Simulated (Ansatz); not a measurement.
Worked example: self-consistent single point of AlSb (R3m, 2 atoms in the cell) in Ansatz (an electronic-structure program)

Method: PBE (plane waves, PAW; Ansatz).

Input as run:

Ansatz 0.2 input:
```yaml
crystal:
  lattice:
    - [0.00000000, 3.06079000, 3.06079000]
    - [3.06079000, 0.00000000, 3.06079000]
    - [3.06079000, 3.06079000, 0.00000000]
  atoms:
    - { symbol: Al, position_ang: [0.02886937, 0.02886937, 0.02886937] }
    - { symbol: Sb, position_ang: [1.53039500, 1.53039500, 1.53039500] }
basis:
  ecutwfc: 420.0
kpoints:
  mp_grid: { grid: [7, 7, 7] }
hamiltonian:
  xc: pbe
  pseudopotentials: { kind: paw }
scf:
  occupations: { method: fermi_dirac, width: 0.01 }
output:
  forces: true
  eigenvalues: true
  stress: true
```

The program printed (abridged):

```
WARN ansatz: RAYON_NUM_THREADS=1 ignored (pool sized by the plan → 1); use --threads N
Pseudopotentials: kind: paw
Pseudopotential: Al, paw, valence charge 3
Pseudopotential: Sb, paw, valence charge 15
Crystal: 2 atoms, lattice volume = 57.350 Å³
Basis set: ecut = 420 eV, 1139 PW (Γ), exchange–correlation on 60×60×60 points (8 copies of the dense FFT grid, shifted against one another)
Bands: 13, of which v1, the nominal top of the filled ones, is band 9 counted from 1 (8 counted from 0)
Symmetry: 6 space group operations
Space group: R3m (ITA 160), of the structure as read, at distance tolerance 3.9e-5 Å
k-points: 44 of 343 (time reversal used)
Initial density: superposition of atomic densities (neutral atoms: chi_scale 0, normalization atom), corrected by the library's trained network
Initial wavefunctions: pseudopotential atomic-orbital guess
Eigensolver: davidson
Functional: x = pbe(κ = 0.804, μ = 0.2195149727645171), c = pbe(β = 0.06672455060314922)
SCF iter   1: F=—  HF=-7022.298442 eV  |F-HF|=—  |Δ(HF+E_count)|=         —  Δρ=1.64e-3  dr2=2.88e-3  ethr=1.77e-3  ⟨swp⟩=6.6  Hψ=3963  notcnv=0
all-band conjugate gradients solve this SCF's bands
preconditioner: auto → none
SCF iter   2: F=—  HF=-7022.297167 eV  |F-HF|=—  |Δ(HF+E_count)|=   1.27e-3  Δρ=6.57e-4  dr2=3.01e-4  ethr=1.60e-5  ⟨swp⟩=2.3  Hψ=1477  notcnv=0
SCF iter   3: F=—  HF=-7022.297260 eV  |F-HF|=—  |Δ(HF+E_count)|=   9.32e-5  Δρ=1.94e-4  dr2=2.37e-5  ethr=1.67e-6  ⟨swp⟩=3.0  Hψ=1144  notcnv=0
SCF iter   4: F=—  HF=-7022.297258 eV  |F-HF|=—  |Δ(HF+E_count)|=   1.75e-6  Δρ=8.00e-5  dr2=4.39e-6  ethr=1.32e-7  ⟨swp⟩=2.0  Hψ=968  notcnv=0
iter 5 did not close the SCF: its close was put off for the readings that it lacked (scf_convergence_deferred on its scf_iter line)
SCF iter   5: F=-7022.297261 eV  HF=-7022.297261 eV  |F-HF|=1.33e-7  |Δ(HF+E_count)|=   2.88e-6  Δρ=1.12e-5  dr2=7.17e-8  ethr=2.44e-8  ⟨swp⟩=2.0  Hψ=748  notcnv=0
SCF iter   6: F=-7022.297261 eV  HF=-7022.297261 eV  |F-HF|=3.83e-9  |Δ(HF+E_count)|=   1.62e-7  Δρ=2.16e-6  dr2=2.09e-9  ethr=3.98e-10  ⟨swp⟩=2.8  Hψ=1976  notcnv=0
SCF 1 converged in 6 iterations: F = -7022.297261 eV  dr2 = 2.09e-9
SCF converged after 6 iterations
Free energy (F): -7022.297261 eV
Harris-Foulkes:  -7022.297261 eV  (|F-HF|=3.83e-9)
Internal energy: -7022.297261 eV  (E = F + TS)
E sigma→0 (E₀):  -7022.297261 eV
Fermi energy:    6.948572 eV
--- Per-component energies (eV) ---
  E_band       = -203.283347
  E_kinetic    = 230.253828
  E_local      = -1934.151375  (includes V_loc(G=0)·N_el)
  E_nonlocal   = 374.391474
  E_hartree    = 876.418357
  E_xc         = -177.679568
  E_vxc        = -124.634813  (∫ρ·V_xc dr)
  E_paw        = -5044.877004  (= ΣΔE_a)
  E_vpaw       = -501.979335  (= ΣTr[D̂ρ^β])
  E_aug_tail   = -0.000004  (compensation charges beyond the density's cutoff)
  E_ewald      = -1346.652970
  E_smearing   = -0.000000  (= −TS)
  E_closure    = 0.000000  (closes the sum)
  Σ components = -7022.297261   (vs F -7022.297261, Δ=0.00e0)
--- Forces (eV/Å), atoms counted from 1 ---
  atom   1  Al    -0.26097626    -0.26097626    -0.26097626
  atom   2  Sb     0.26097858     0.26097858     0.26097858
  max |Σ_I F_I| component: 2.32e-6 eV/Å
--- Stress (GPa, compression-positive) ---
        2.823616       0.722671       0.722671
        0.722671       2.823616       0.722671
        0.722671       0.722671       2.823616
  P = ⅓ Tr σ = 2.8236 GPa (28.236 kbar)
  The stress holds the Pulay correction. Without it, at fixed plane waves, as pw.x and ABINIT print it: P = 2.7897 GPa
--- Band table (eV; the first three rows and the last of 44) ---
  k-point 0: bands = ["-21.8688", "-21.8596", "-21.8596", "-21.8397", "-21.8397", "-4.4530", "6.1639", "6.3975", "6.3975", "7.9868", "9.4004", "9.4004", "9.5447"]
  k-point 1: bands = ["-21.8682", "-21.8593", "-21.8592", "-21.8397", "-21.8394", "-4.2654", "4.6389", "5.9662", "6.1608", "8.4180", "9.7339", "9.8846", "10.3910"]
  k-point 2: bands = ["-21.8671", "-21.8586", "-21.8584", "-21.8395", "-21.8387", "-3.7528", "2.5456", "5.5755", "5.7661", "7.9952", "10.0431", "10.2718", "12.5187"]
  k-point 43: bands = ["-21.8674", "-21.8560", "-21.8553", "-21.8401", "-21.8395", "-2.8960", "0.8648", "4.2866", "5.2150", "8.6244", "10.1187", "10.7077", "13.5236"]
```

The run converged in 6 iterations.

The starting cell has typed, rounded lattice constants, without a prior relaxation at this level. Its lattice was rescaled by up to half a per cent. One atom was moved a little off its site on purpose. Spin-orbit coupling is off. Ansatz's pressure includes its estimate of the finite-basis (Pulay) stress.
